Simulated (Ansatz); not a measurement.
# GaP (F-43m) in Ansatz: single point with PBE0

Aim: the single point of GaP with PBE0.

Everything below comes from runs of Ansatz 0.2.0. Logs are shortened: lines on timing, memory, paths and dates and some standing lists are left out, and cuts for length are marked.

**What was measured.**

From “Stacking defects in GaP nanowires: Electronic structure and optical properties”, 2018, arxiv:1810.01194, for a bulk crystal of GaP at 10 K: band gap 2.34 eV (indirect).

How close the calculation comes is told below.

## Step 1: The structure

The structure is cubic, space group F-43m (No. 216). The conventional cell has a = 5.451 Å, b = 5.451 Å, c = 5.451 Å, α = 90.00°, β = 90.00°, γ = 90.00°. Around Ga (site symmetry -43m) lie 4 P at 2.36 Å. P (site symmetry -43m) has 4 Ga at 2.36 Å as nearest neighbours.

## Step 2: Single point, PBE0

input.yaml reads:

```yaml
crystal:
  lattice:
    - [0.0, 2.72525, 2.72525]
    - [2.72525, 0.0, 2.72525]
    - [2.72525, 2.72525, 0.0]
  atoms:
    - { symbol: Ga, position: [0.0, 0.0, 0.0] }
    - { symbol: P, position: [0.75, 0.75, 0.75] }
kpoints:
  mp_grid: { grid: [6, 6, 6] }
scf:
  occupations: { method: fermi_dirac, width: 0.05 }
hamiltonian:
  xc: pbe0
  pseudopotentials: { kind: all_electron, datasets: crystal }
output:
  forces: true
  stress: true
```

Potentials or basis: all-electron PAW datasets made for the crystal.

Started as:

```sh
$ ansatz run input.yaml --threads 1 --pin off --max-ram 3072MiB --backend cpu --events-out ev --progress --plain --runs-dir out
```

The log of the run:

```text
Warning: RAYON_NUM_THREADS=1 ignored (pool sized by the plan → 1); use --threads N
hamiltonian.pseudopotentials.datasets: crystal makes datasets for this crystal and solves the spheres of its atoms anew in each pass: cutoff 270.0 eV, the density's 1080.0 eV;, for an error of 0.50 meV an atom under PBE, 1.0 meV for the cell; an energy difference from a run of another recipe may be off by several times the error for the cell, under r2SCAN by more, where some 0.1 meV an atom stays at smaller errors; P in spheres of 1.005 Å, 5 of its electrons in bands; Ga in spheres of 1.349 Å, 13 of its electrons in bands
Engine: ansatz 0.2.0, aarch64-unknown-linux-gnu
Pseudopotentials: kind: all_electron
Pseudopotential: Ga, paw, valence charge 13, recommended cutoff 270 eV (normal), crystal/all_electron/pbe/scalar/gaussian/Ga, Koelling and Harmon's equation, gaussian nucleus
Pseudopotential: P, paw, valence charge 5, recommended cutoff 270 eV (normal), crystal/all_electron/pbe/scalar/gaussian/P, Koelling and Harmon's equation, gaussian nucleus
Functional definition: PBE0
  parameter a = 0.25
  parameter kappa = 0.804
  parameter beta = 0.06672455060314922
  exchange = (1 - a)*pbe_x(kappa = kappa, mu = beta*pi^2/3) + a*exact_x
  correlation = pbe_c(beta = beta)
Crystal: 2 atoms, lattice volume = 40.481 Å³
Basis set: ecut = 270 eV, 411 PW (Γ), exchange–correlation on 48×48×48 points (8 copies of the dense FFT grid, shifted against one another)
Bands: 13, of which v1, the nominal top of the filled ones, is band 9 counted from 1 (8 counted from 0)
Symmetry: 24 space group operations
Space group: F-43m (ITA 216), of the structure as read, at distance tolerance 3.4e-5 Å
k-points: 16 of 216 (time reversal used)
Non-local potential: Ga, projectors of the file, l = 0: 1, l = 1: 1, l = 2: 2
Non-local potential: P, projectors of the file, l = 0: 1, l = 1: 1
PAW form: soft (Blöchl's): semilocal exchange-correlation on the pseudo side does not see the compensation charge
PAW one-centre angular grid: Ga, 590 points (default); XC on its mesh's 1911 points in the sphere
PAW one-centre angular grid: P, 110 points (default); XC on its mesh's 1887 points in the sphere
Initial density: superposition of atomic densities (neutral atoms: chi_scale 0, normalization atom)
Initial wavefunctions: pseudopotential atomic-orbital guess
Functional: x = 0.75 pbe(κ = 0.804, μ = 0.2195149727645171) + 0.25 exact, c = pbe(β = 0.06672455060314922)
iter 1 solved again at ethr=4.96e-3 eV; its pass at ethr=1.00e-1 eV (dr2=8.93e-1 eV) is discarded
SCF iter   1: F=—  HF=-62209.821511 eV  |F-HF|=—  |Δ(HF+E_count)|=         —  Δρ=4.29e-2  dr2=9.56e-1  ethr=4.96e-3  ⟨swp⟩=3.2  Hψ=1091  notcnv=0
preconditioner: auto → none  [insulator: Δε(μ)=1.948 eV  Ē_g=15.036 eV  σ=0.050 eV  W_gap=1.00  n_scr=14 (ndim 8)  ℏωp=24.8 eV  f_vac=0.003  D(μ)=0.00/eV (n_scr^D=0)]
SCF iter   2: F=—  HF=-62209.649182 eV  |F-HF|=—  |Δ(HF+E_count)|=   1.72e-1  Δρ=1.82e-2  dr2=9.03e-2  ethr=4.96e-3  ⟨swp⟩=3.1  Hψ=538  notcnv=0
SCF iter   3: F=—  HF=-62209.661533 eV  |F-HF|=—  |Δ(HF+E_count)|=   1.24e-2  Δρ=6.09e-3  dr2=1.62e-2  ethr=5.02e-4  ⟨swp⟩=2.9  Hψ=434  notcnv=0
iter 4 solved again at ethr=1.52e-6 eV; its pass at ethr=9.02e-5 eV (dr2=2.74e-4 eV) is discarded
SCF iter   4: F=—  HF=-62209.659813 eV  |F-HF|=—  |Δ(HF+E_count)|=   1.72e-3  Δρ=8.82e-4  dr2=2.64e-4  ethr=1.52e-6  ⟨swp⟩=3.0  Hψ=917  notcnv=0
SCF iter   5: F=—  HF=-62210.260747 eV  |F-HF|=—  |Δ(HF+E_count)|=         —  Δρ=4.67e-3  dr2=4.31e-3  ethr=1.46e-6  ⟨swp⟩=4.9  Hψ=930  notcnv=0  defer=5
SCF iter   6: F=—  HF=-62210.260839 eV  |F-HF|=—  |Δ(HF+E_count)|=   9.22e-5  Δρ=2.06e-3  dr2=1.34e-3  ethr=1.46e-6  ⟨swp⟩=4.2  Hψ=703  notcnv=0
SCF iter   7: F=—  HF=-62210.259696 eV  |F-HF|=—  |Δ(HF+E_count)|=   1.14e-3  Δρ=4.13e-4  dr2=3.51e-5  ethr=1.46e-6  ⟨swp⟩=3.3  Hψ=517  notcnv=0
SCF iter   8: F=—  HF=-62210.259796 eV  |F-HF|=—  |Δ(HF+E_count)|=   9.99e-5  Δρ=1.10e-4  dr2=3.16e-6  ethr=1.95e-7  ⟨swp⟩=3.1  Hψ=556  notcnv=0
SCF iter   9: F=—  HF=-62210.259829 eV  |F-HF|=—  |Δ(HF+E_count)|=   3.35e-5  Δρ=2.50e-5  dr2=1.90e-7  ethr=1.76e-8  ⟨swp⟩=3.1  Hψ=503  notcnv=0
SCF iter  10: F=—  HF=-62210.259824 eV  |F-HF|=—  |Δ(HF+E_count)|=   5.13e-6  Δρ=5.38e-6  dr2=1.70e-8  ethr=1.06e-9  ⟨swp⟩=2.1  Hψ=357  notcnv=0  defer=1
SCF iter  11: F=-62210.259825 eV  HF=-62210.259825 eV  |F-HF|=6.26e-10  |Δ(HF+E_count)|=   5.56e-7  Δρ=1.06e-6  dr2=6.99e-10  ethr=9.45e-11  ⟨swp⟩=3.0  Hψ=496  notcnv=0
SCF 1 converged in 11 iterations: F = -62210.259820 eV  dr2 = 6.99e-10
  Residual-converged pass: ⟨swp⟩=3.0  Hψ=411  notcnv=0  max |occ|·‖R‖ = 5.2e-6 eV (tolerance 5.3e-6 eV)  dr2=9.84e-10  dr2_onsite=8.49e-10  max |Δocc| = 2.2e-17
hybrid outer 1: dexx = +1.260e-11 eV
hybrid SCF converged: 1 outer / 11 inner (+0 warm-up), last move |dexx| = 1.26e-11 eV
Stability not checked: this state was not tested for a lower state beside it, because the functional holds exact exchange (a hybrid, or Hartree-Fock), whose exchange loop this test does not read (fock_operator; see scf.lower_state_search)
Free energy (F): -62210.259820 eV
Harris-Foulkes:  -62210.259820 eV  (|F-HF|=6.26e-10)
Internal energy: -62210.259820 eV  (E = F + TS)
E sigma→0 (E₀):  -62210.259820 eV
Past the cutoff: the bands carry plane waves up to 1.75 times it, of which those up to 1.5 times it add -0.000190 eV an atom, each by itself; the spheres take 0.000307 eV an atom off the energy for waves past 1.75 times it
Past the cutoffs: a stress includes 0.0003 GPa for waves and charges beyond them, in addition to the slope of what the spheres take
In the spheres:  the bands' charges fall short by 6.6e-6 e at most (sound up to 1e-3)
Fermi energy:    9.229525 eV
--- Per-component energies (eV) ---
  E_band       = -76.753156
  E_kinetic    = 123.223580
  E_local      = -1260.079992  (includes V_loc(G=0)·N_el)
  E_nonlocal   = -441.239480
  E_hartree    = 615.051400
  E_xc         = -67.411455
  E_vxc        = -84.794225  (∫ρ·V_xc dr)
  E_exx        = -63.703677  (= α·E_x^exact, valence–valence)
  E_paw        = -63966.787633  (= ΣΔE_a)
  E_vpaw       = -3679.890764  (= ΣTr[D̂ρ^β])
  E_ewald      = -1312.644944
  E_smearing   = -0.000000  (= −TS)
  E_closure    = 4163.332380  (closes the sum)
  Σ components = -62210.259820   (vs F -62210.259820, Δ=7.28e-12)
  The terms above E_closure are by the made datasets' own strengths, without shells solved beside the bands.
--- Forces (eV/Å), atoms counted from 1 ---
  atom   1  Ga    -0.00000000     0.00000000     0.00000000
  atom   2  P      0.00000000    -0.00000000     0.00000000
  max |Σ_I F_I| component: 9.25e-17 eV/Å
--- Stress (GPa, compression-positive) ---
        0.500618       0.000000      -0.000000
       -0.000000       0.500618       0.000000
       -0.000000       0.000000       0.500618
  P = ⅓ Tr σ = 0.5006 GPa (5.006 kbar)
--- Band table (eV; the first three rows and the last of 16) ---
  k-point 0: bands = ["-9.3989", "-9.3989", "-9.3989", "-9.2978", "-9.2978", "-6.1264", "7.7527", "7.7527", "7.7527", "11.2035"]
  k-point 1: bands = ["-9.4137", "-9.3917", "-9.3917", "-9.2979", "-9.2979", "-5.7442", "5.1975", "7.3538", "7.3538", "11.7512"]
  k-point 2: bands = ["-9.4423", "-9.3797", "-9.3797", "-9.2954", "-9.2954", "-4.7186", "2.0117", "6.7574", "6.7574", "11.1713"]
  k-point 15: bands = ["-9.4781", "-9.3568", "-9.3423", "-9.3174", "-9.2867", "-2.8424", "0.5126", "4.0163", "4.1662", "12.6702"]
```

It took 1.8 min on 1 thread of Arm Neoverse V2, shared host; peak memory 0.65 GiB.

Results:

| Quantity | Value |
| --- | --- |
| Free energy | -62210.2598 eV |
| Pressure | 0.5 GPa |
| Band gap on the k mesh | 2.96 eV, indirect (least direct gap 3.45 eV) |

## Step 3: The reference run

An earlier run on the cell as given: functional PBE; potentials or basis all-electron LAPW, scalar-relativistic; cutoff 278 eV (chosen from the basis error); basis error allowed 0.001 eV/atom; k mesh 8 × 8 × 8; occupations fermi-dirac, width 0.05 eV; no spin polarisation.

* Pressure: 2.5 GPa
* Band gap on the k mesh: 1.64 eV, indirect (least direct gap 1.83 eV)
* Loewdin charges: Ga +0.10; P -0.06 e

## Step 4: How close it comes

Step 2. Measured gap of GaP: 2.34 eV (indirect; 10 K; quoted in “Stacking defects in GaP nanowires: Electronic structure and optical properties”, 2018, arxiv:1810.01194). This calculation gives 2.96 eV (+0.62 eV). Spin-orbit coupling on Ga is left out. The value is that of PBE0 on a finite k mesh, which can miss the band edges, without temperature or zero-point motion.
